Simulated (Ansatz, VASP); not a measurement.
ZnCu in VASP and in Ansatz

File INCAR:

```
ALGO = Normal
EDIFF = 1E-6
ENCUT = 520
GGA = PE
ISIF = 2
ISMEAR = 0
LASPH = True
LCHARG = True
LELF = True
LREAL = False
LVHAR = True
LWAVE = False
NBANDS = 18
NELM = 80
PREC = Accurate
SIGMA = 0.1
```

KPOINTS

```
k-points
0
Gamma
  3 3 3
```

POSCAR

```
ZnCu
1.0
    2.9450000000      0.0000000000      0.0000000000
    0.0000000000      2.9450000000      0.0000000000
    0.0000000000      0.0000000000      2.9450000000
Zn Cu
1 1
Direct
    0.5000000000      0.5000000000      0.5000000000
    0.0000000000      0.0000000000      0.0000000000
```

Input for Ansatz:

```yaml
crystal:
  lattice:
    - [2.945, 0.0, 0.0]
    - [0.0, 2.945, 0.0]
    - [0.0, 0.0, 2.945]
  atoms:
    - { symbol: Zn, position: [0.5, 0.5, 0.5] }
    - { symbol: Cu, position: [0.0, 0.0, 0.0] }
kpoints:
  mp_grid:
    grid: [3, 3, 3]
hamiltonian:
  xc: pbe
  pseudopotentials:
    kind: nc
scf:
  max_iter: 150
  algorithm: density_mixing
  lower_state_search: "off"
  mixing:
    algorithm: anderson
    beta: 0.2
    ndim: 6
  occupations:
    method: gaussian
output:
  stress: true
```

Alike in both runs: task single point; functional PBE; k mesh 3 × 3 × 3; no spin polarisation.

|  | VASP | Ansatz |
| --- | --- | --- |
| version | VASP 6.6.1 | Ansatz 0.2.0 |
| potentials or method | VASP PAW PBE potentials, release 64 (Zn, Cu) | plane waves, norm-conserving potentials |
| plane-wave cutoff (eV) | 520 | 1252 |
| occupations | gaussian, width 0.1 eV | gaussian |
| valence electrons in the cell | 23 | 39 |

|  | VASP | Ansatz | Ansatz less VASP |
| --- | --- | --- | --- |
| pressure (GPa) | 3.3 | 2.7 | -0.57 |

The two sets of potentials don't hold the same shells in valence.

Caveats: the k mesh is coarse (spacing up to 0.71 Å⁻¹), so the values aren't converged.
